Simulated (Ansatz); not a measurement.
# Li2S: LAPW beside PAW

The same cell of Li2S is computed with LAPW, all electrons, PAW with frozen cores and datasets made for this crystal, to set the results side by side.

Computed with Ansatz 0.2.0 (DFT PBE, scalar-relativistic, unless a step's input says otherwise).

## Step 1: Starting point

It takes space group Fm-3m (No. 225, cubic). The conventional cell has a = 5.708 Å, b = 5.708 Å, c = 5.708 Å, α = 90.00°, β = 90.00°, γ = 90.00°. Around Li (site symmetry -43m) lie 4 S at 2.47 Å. S (site symmetry m-3m) has 8 Li at 2.47 Å as nearest neighbours.

Coordinates:

```cif
data_structure
_symmetry_space_group_name_H-M 'P 1'
_symmetry_Int_Tables_number 1
_cell_length_a 4.0362
_cell_length_b 4.0362
_cell_length_c 4.0362
_cell_angle_alpha 60.000
_cell_angle_beta 60.000
_cell_angle_gamma 60.000
_cell_volume 46.49
loop_
_atom_site_label
_atom_site_type_symbol
_atom_site_fract_x
_atom_site_fract_y
_atom_site_fract_z
_atom_site_occupancy
Li1 Li 0.25000 0.25000 0.25000 1
Li2 Li 0.75000 0.75000 0.75000 1
S1 S 0.00000 0.00000 0.00000 1
```

The cell is a deposited one (Crystallography Open Database entry 1010874); the temperature and pressure of the measurement aren't taken into account, and nothing was relaxed.

Atoms are numbered in the order of the input: Li1, Li2, S3.

## Step 2: LAPW, all electrons

input.yaml reads:

```yaml
crystal:
  lattice:
    - [0.0, 2.854, 2.854]
    - [2.854, 0.0, 2.854]
    - [2.854, 2.854, 0.0]
  atoms:
    - { symbol: Li, position: [0.25, 0.25, 0.25] }
    - { symbol: Li, position: [0.75, 0.75, 0.75] }
    - { symbol: S, position: [0.0, 0.0, 0.0] }
kpoints:
  mp_grid: { grid: [7, 7, 7] }
  band_path:
    path:
      - [0.0, 0.0, 0.0]
      - [0.5, 0.0, 0.5]
      - [0.625, 0.25, 0.625]
      - [0.375, 0.375, 0.75]
      - [0.0, 0.0, 0.0]
      - [0.5, 0.5, 0.5]
      - [0.5, 0.25, 0.75]
      - [0.5, 0.0, 0.5]
    npoints: 14
scf:
  occupations: { method: fermi_dirac, width: 0.02 }
hamiltonian:
  xc: pbe
  pseudopotentials: { kind: all_electron, lapw: { basis_error: 0.001 } }
output:
  forces: true
  stress: true
  eigenvalues: true
  fatbands: true
  populations: true
  dos: { projected: true, de: 0.2, e_range: [-14, 8] }
```

Started as:

```sh
ansatz run input.yaml --threads 1 --pin off --max-ram 3072MiB --backend cpu --events-out ev --progress --plain --runs-dir out
```

## Step 3: PAW with frozen cores

input.yaml, as its differences from that of step 2:

```diff
@@ -26,3 +26,3 @@
   xc: pbe
-  pseudopotentials: { kind: all_electron, lapw: { basis_error: 0.001 } }
+  pseudopotentials: { kind: paw }
 output:
@@ -31,4 +31,9 @@
   eigenvalues: true
-  fatbands: true
+  efg: { contact_densities: true }
   populations: true
+  bader: true
   dos: { projected: true, de: 0.2, e_range: [-14, 8] }
+  write_density: true
+  write_potential: true
+  elf: true
+  volumetric_format: npy
```

## Step 4: Datasets made for this crystal

input.yaml, as its differences from that of step 3:

```diff
@@ -21,3 +21,3 @@
       - [0.5, 0.0, 0.5]
-    npoints: 14
+    npoints: 8
 scf:
@@ -26,3 +26,3 @@
   xc: pbe
-  pseudopotentials: { kind: paw }
+  pseudopotentials: { kind: all_electron, datasets: crystal }
 output:
@@ -32,8 +32 @@
   efg: { contact_densities: true }
-  populations: true
-  bader: true
-  dos: { projected: true, de: 0.2, e_range: [-14, 8] }
-  write_density: true
-  write_potential: true
-  elf: true
-  volumetric_format: npy
```

(Steps that only read results are left out.)

Before running it: what results should come out? Wanted: pressure; gap; Bader charges; highest ELF.

**Answer**, as computed:

```
           quantity                                              value
           pressure  LAPW -0.05, PAW -0.05, crystal datasets -0.05 GPa
         gap (LAPW)                      3.39 eV, indirect from Γ to X
Bader charges (PAW)                              Li1 +0.86, S3 -1.73 e
  highest ELF (PAW)                                0.87, 0.89 Å from S
```

The pressure is within half a GPa of zero, so the volume is close to equilibrium at this level. The gap is 3.39 eV, indirect from Γ to X. It is the Kohn-Sham gap of a semilocal functional, which mostly lies below the gap found in experiment. The top eV of the valence band is mostly S 3p (98 % of the projected weight). The projection holds only the free atom's occupied shells (Li 2s, S 3s, S 3p in this range). In pressure, PAW differs from LAPW by less than 0.01 GPa and less than 0.01 eV in the gap.
